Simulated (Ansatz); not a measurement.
# Ga: enthalpy against pressure

Ga, Cmce, a = 4.479 Å, b = 7.594 Å, c = 4.518 Å. Ansatz: r2SCAN, PAW, 500 eV, Γ-centred 12×12×10 mesh on 4 atoms, Gaussian smearing 0.10 eV; no spin polarisation. Cell and atoms are relaxed at each pressure, and no other structure is tried, so the rows at high pressure may lie past a change of phase. y is the enthalpy over the state at zero pressure; there V0 = 19.208 Å³/atom. The pressures are the targets, met within 0.02 GPa.

```
P (GPa) y (eV/atom)
   -1.0      -0.1208
    0.0       0.0000
    1.0       0.1189
    4.0       0.4659
   12.0       1.3356
   25.0            ?
   50.0       4.8731
   90.0       8.0513
```

Task: Fit y = c1 P + c2 P² + c3 P³ to the other rows, say what c1 and c2 mean, and predict the missing value.

Result: Least squares on the rows shown. y = 0.11728 P − 0.00050575 P² + 2.1843×10⁻⁶ P³. Since dH/dP = V, c1 is V0: 0.11728 eV/GPa × 160.2 = 18.788 Å³ against 19.208; c2 = −V0/(2B0) gives B0 = 116 GPa, where a Birch–Murnaghan fit to the volumes of the same runs (not shown) gives 63 GPa: a cubic over this range folds the higher terms into c2. Above P = −c2/(3 c3) = 77 GPa the cubic's slope, the volume, would rise with pressure, so the form fails there. At P = 25.0 the fit asked for gives 2.6500 eV/atom. The run gave 2.6313 eV/atom, so the fit is 0.0187 eV/atom too high, 0.23 % of the span of the series, against an rms of 0.0027 eV/atom on the fitted rows. With a term in P⁴ added, a fit to the same known rows predicts 2.6211 eV/atom, a smaller miss on the other side.

The mesh isn't the same in all rows (12×12×10, 12×12×12).